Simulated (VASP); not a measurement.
The system is Si.

```xyz
4
Lattice="-3.3254 3.3254 1.9224 3.3254 -3.3254 1.9224 3.3254 3.3254 -1.9224" Properties=species:S:1:pos:R:3 pbc="T T T"
Si   -2.1363    2.1363    1.9224
Si    2.1363   -2.1363    1.9224
Si    2.1363    2.1363    1.9224
Si    1.1892    1.1892    0.0000
```

This isn't the form of Si at room conditions, which is diamond.

| Property | Result |
| --- | --- |
| Program | VASP 6.6.1 |
| Task | relaxation of cell and atoms |
| Functional | LDA |
| Potentials or basis | VASP PAW LDA potentials, release 64 (Si) |
| Cutoff | 600 eV |
| k mesh | 8 × 8 × 8 |
| Occupations | gaussian, width 0.02 eV |
| Spin | no spin polarisation |

At the start: pressure -1.8 GPa; volume 21.26 Å³/atom.

**Question.** Where does the relaxation end?

**Answer.** Over 3 steps the energy falls by 2.5 meV/atom and the volume is 20.82 Å³/atom (-2.1 %); space group I4/mmm (No. 139, to 0.05 Å).

Step by step:
```tsv
step	energy change (eV)	largest force (eV/Å)	pressure (GPa)	volume (Å³)
1	0.0000	0.0211	-1.80	85.04
2	-0.0056	0.0432	1.28	82.13
3	-0.0102	0.0168	0.00	83.27
```

Final structure:
```cif
data_structure
_symmetry_space_group_name_H-M 'P 1'
_symmetry_Int_Tables_number 1
_cell_length_a 5.0461
_cell_length_b 5.0461
_cell_length_c 5.0461
_cell_angle_alpha 98.219
_cell_angle_beta 98.219
_cell_angle_gamma 135.569
_cell_volume 83.27
loop_
_atom_site_label
_atom_site_type_symbol
_atom_site_fract_x
_atom_site_fract_y
_atom_site_fract_z
_atom_site_occupancy
Si1 Si 0.82126 0.17874 0.00000 1
Si2 Si 0.17874 0.82126 0.00000 1
Si3 Si 0.82126 0.82126 0.64253 1
Si4 Si 0.17874 0.17874 0.35747 1
```
